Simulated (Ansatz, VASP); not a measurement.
One calculation of BeS, two programs

Contents of INCAR:

```
ALGO = Normal
EDIFF = 1E-6
ENCUT = 520
GGA = PE
ISIF = 2
ISMEAR = 0
LASPH = True
LCHARG = True
LELF = True
LREAL = False
LVHAR = True
LWAVE = False
NBANDS = 11
NELM = 60
PREC = Accurate
SIGMA = 0.02
```

The input KPOINTS:

```
k-points
0
Gamma
  8 8 8
```

Contents of POSCAR:

```
BeS
1.0
    0.0000000000      2.3881514563      2.3881514563
    2.3881514563      0.0000000000      2.3881514563
    2.3881514563      2.3881514563      0.0000000000
Be S
1 1
Direct
    0.0000000000      0.0000000000      0.0000000000
    0.2500000000      0.2500000000      0.2500000000
```

Input for Ansatz:

```yaml
crystal:
  lattice:
    - [0.0, 2.3881514563, 2.3881514563]
    - [2.3881514563, 0.0, 2.3881514563]
    - [2.3881514563, 2.3881514563, 0.0]
  atoms:
    - { symbol: Be, position: [0.0, 0.0, 0.0] }
    - { symbol: S, position: [0.25, 0.25, 0.25] }
basis:
  ecutwfc: 420
kpoints:
  mp_grid: { grid: [8, 8, 8] }
hamiltonian:
  xc: pbe
scf:
  occupations: { method: gaussian, width: 0.02 }
output:
  forces: true
  stress: true
  eigenvalues: true
```

Alike in both runs: task single point; functional PBE; k mesh 8 × 8 × 8; occupations gaussian, width 0.02 eV; no spin polarisation.

|  | VASP | Ansatz |
| --- | --- | --- |
| version | VASP 6.6.1 | Ansatz 0.2.0 |
| potentials or method | VASP PAW PBE potentials, release 64 (Be, S) | scalar-relativistic, plane waves, PAW |
| plane-wave cutoff (eV) | 520 | 420 |
| valence electrons in the cell | 8 | 8 |

VASP gave:

| Property | Result |
| --- | --- |
| gap on the k mesh at the Fermi level (eV) | 3.00 |
| least direct gap on the mesh (eV) | 5.65 |
| pressure (GPa) | 6.5 |

Q: What did Ansatz give for the same quantities?

A: gap on the k mesh at the Fermi level (eV): 3.00; least direct gap on the mesh (eV): 5.63; pressure (GPa): 6.5.

With one functional, cell and mesh, what is left measures potentials, basis and numerics.

A k mesh can miss the band edges. Expect the measured gap to be larger: semilocal functionals such as PBE lack the derivative discontinuity.
